**Question.** The table lists orbital band gaps of bulk MoS₂ in one fixed structure. Which level of theory would you choose (a) to screen many layered crystals, (b) to give the gap of a transistor channel? Judge the steps between levels by their effect on the intrinsic carrier density at 300 K, and say what the extra computing time buys.

Kohn-Sham DFT with Ansatz for bulk MoS₂ (space group R3m, 3-atom cell) in one fixed structure. All six runs used a 10×10×10 k mesh, so the steps between rows don't reflect differing meshes. The cutoffs are usual working values, not converged limits, so the steps still hold the basis and potential errors of each run. A general warning with the data says that electronic states may differ between runs; five rows were run without spin, so it chiefly concerns the non-collinear LDA row. The basis column gives the plane-wave cutoff, and the gap is the orbital gap between the band edges found on the mesh. Processor times come from shared machines.

| method | rung | potentials | basis | spin | spin orbit | smearing | gap (eV) | rough processor time (s) |
| --- | --- | --- | --- | --- | --- | --- | --- | --- |
| LDA | LDA | Ansatz PAW | 420 eV | non-collinear-program-default | yes | fermi-dirac 0.05eV | 0.843 | 90 |
| LDA | LDA | JTH-PAW-LDA | 1800 eV | none | no | fermi-dirac 0.1eV | 0.886 | 100 |
| PBE | GGA | Ansatz PAW | 420 eV | none | no | fermi-dirac 0.05eV | 0.953 | 6 |
| PBE-D4 | GGA | Ansatz-NC-or-PseudoDojo-by-element | 1088.46 eV | none | no | gaussian 0.01eV | 0.955 | 200 |
| PBEsol | GGA | Ansatz PAW | 420 eV | none | no | gaussian 0.02eV | 0.908 | 20 |
| m-r2SCAN | meta-GGA | Ansatz NC | 1088.46 eV | none | no | fermi-dirac 0.1eV | 1.064 | 80 |

**Model answer**

*How far the levels differ.* The six gaps span 0.22 eV, from LDA with spin-orbit coupling to m-r2SCAN. PBE lies 0.045 eV above PBEsol with the same potentials and cutoff. The step from PBE-D4 up to the meta-GGA m-r2SCAN, at equal cutoff, is more than twice as large, 0.109 eV.

*Why the steps are modest.* Theory gives both band edges much the same parentage: Mo 4d orbitals mixed with S 3p. A simpler picture is a single Mo atom inside a trigonal prism of six S atoms. In the textbook ligand-field scheme its two d electrons fill the $d_{z^2}$ level, and the next empty levels belong to the same d shell. A change of semilocal functional is then expected to move filled and empty levels largely together, so that their distance changes little. Where the filled edge is a ligand level and the empty one a metal d level, this cancellation may be weaker. The table can't test the idea, since it holds one crystal, and semilocal functionals are so alike that their gaps in a fixed structure often lie close in other materials too. The analogy gives only the parentage of the edges. In a lone prism these d levels are expected to lie close together; the gap is usually traced to the mixing of d orbitals between neighbouring Mo atoms, and the bands and neighbouring layers decide where in the zone the edges lie.

*Why the meta-GGA stands highest.* The true gap is the cost of removing an electron minus the energy gained on adding one. In exact Kohn-Sham theory the potential jumps when an electron is added, and the orbital gap leaves that jump out. LDA and GGA gaps are therefore usually too small. A meta-GGA also depends on the kinetic energy density, so its potential acts differently on different orbitals, and part of the jump enters the orbital gap. The position of m-r2SCAN fits this argument, though one row doesn't prove it.

*What a step means for carriers.* In thermal equilibrium the product of electron and hole densities is proportional to $\exp(-E_g/kT)$, where $E_g$ is the gap, $k$ Boltzmann's constant and $T$ the temperature. In an undoped crystal the two densities are equal, so each goes as $\exp(-E_g/2kT)$. At 300 K, $kT$ is 0.02585 eV. With equal band masses, the step from m-r2SCAN down to PBE-D4 then multiplies the carrier density by

$$\exp\!\left(\frac{0.109}{2\times 0.02585}\right)\approx 8.$$

The step from PBE to PBEsol gives a factor of only about 2.4. No parameter was fitted; the printed output gives the other steps.

*What the time buys.* PBE-D4 took about 33 times as long as PBE and changed the gap by 0.002 eV. D4 adds an energy that depends on the positions of the nuclei, so in a fixed structure it leaves the orbitals alone; the small change in the gap comes from the other potentials and cutoff. Smearing hardly matters here, because both widths are far smaller than the gap. The higher cutoff brings about four times as many plane waves, and the run also computed densities of states. Both add to the time, but their shares can't be separated here. PBEsol took three times as long as PBE with the same potentials, cutoff and mesh; the machines were shared, so small cost ratios carry little meaning. The time that does buy a change is that of m-r2SCAN: about 13 times PBE for a gap 0.111 eV wider, and less than PBE-D4 took at the same cutoff.

*Choice.* For (a), PBE with the cheap PAW set is a sensible first filter in known structures, provided the threshold leaves room for gaps that come out too small. One crystal can't show that the order of gaps holds across many. If the structure must be relaxed, D4 is worth including, because dispersion helps to set the layer spacing and the sulfur orbitals that meet between layers affect the gap. For (b), none of the six levels suffices. Against a measured gap of roughly 1.2 to 1.3 eV (a recalled figure), PBE falls short by 0.25 to 0.35 eV, which overstates the intrinsic carrier density by two to three orders of magnitude. m-r2SCAN removes roughly a third to a half of that shortfall. The shortfall is rough, because the recalled figure belongs to the common 2H stacking at finite temperature, while the table holds the rhombohedral stacking on a static lattice. In the PBE run the sulfur atoms feel forces of about half an electronvolt per ångström; these show that the structure isn't the PBE minimum, not how far it lies from the measured one. A channel model needs a measured gap or a quasiparticle calculation, and either must be for the right number of layers, because the gap of MoS₂ widens when the channel is only a few layers thick.

**Remarks on the reasoning**

*Spin-orbit coupling.* A tempting answer reads the 0.043 eV between the two LDA rows as the effect of the coupling. The direction is plausible: the valence top is expected on the line through the zone centre normal to the layers, where symmetry keeps a degenerate pair, while the conduction valley can split in a crystal without inversion symmetry, and its lower branch narrows the gap. But potentials, cutoff and smearing change as well, so the size remains untested. A fair test switches the coupling alone.

*The mesh.* The PBE-D4 run also gives a smallest direct gap of 1.96 eV, and this is only an upper bound. The direct gap of MoS₂ is expected near K, where neighbouring rhombohedral coordinates of the wave vector differ by one third. On a 10×10×10 mesh they differ by multiples of one tenth, so the mesh never reaches K. A mesh divisible by three, or a band path through K, cures this at little cost. The indirect gaps in the table are upper bounds too, because the conduction valley may lie between mesh points. Such a miss could rival the steps between levels. Since all six rows share one mesh, it is expected to cancel largely between them, but correcting it would add to the shortfall against experiment.

Output of the analysis:

```
Gaps and times against the PBE row:
       row  gap_eV  gap_less_PBE_eV  time_over_PBE
       LDA   0.843            -0.11             15
       LDA   0.886           -0.067          16.67
       PBE   0.953                0              1
    PBE-D4   0.955            0.002          33.33
    PBEsol   0.908           -0.045          3.333
  m-r2SCAN   1.064            0.111          13.33
Spread of all six gaps, eV: 0.221
PBE-D4 less PBE, eV: 0.002
PBE less PBEsol, same PAW set and cutoff, eV: 0.045
PBEsol less LDA without spin-orbit, eV: 0.022
LDA without less LDA with spin-orbit, other settings differ too, eV: 0.043
m-r2SCAN less PBE-D4, same cutoff, eV: 0.109
Shortfall of PBE against recalled 1.2 eV, eV: 0.247
Shortfall of PBE against recalled 1.3 eV, eV: 0.347
Shortfall of m-r2SCAN against recalled 1.2 eV, eV: 0.136
Shortfall of m-r2SCAN against recalled 1.3 eV, eV: 0.236
Thermal energy kT at 300 K, eV: 0.02585
Factor in intrinsic carrier density, PBEsol over PBE: 2.388
Factor in intrinsic carrier density, PBE-D4 over m-r2SCAN: 8.233
Factor in intrinsic carrier density, lowest gap over highest gap: 71.83
Plane waves in PBE-D4 run over PBE run, from cutoffs: 4.172
PBE-D4 direct gap on mesh, eV: 1.959
PBE-D4 direct less indirect gap on mesh, eV: 1.004
Mesh steps needed to reach the K line on a 10x10x10 mesh: 3.333
In-plane lattice constant of the fixed cell, A: 3.158
Layer spacing of the fixed cell, A: 6.15
```
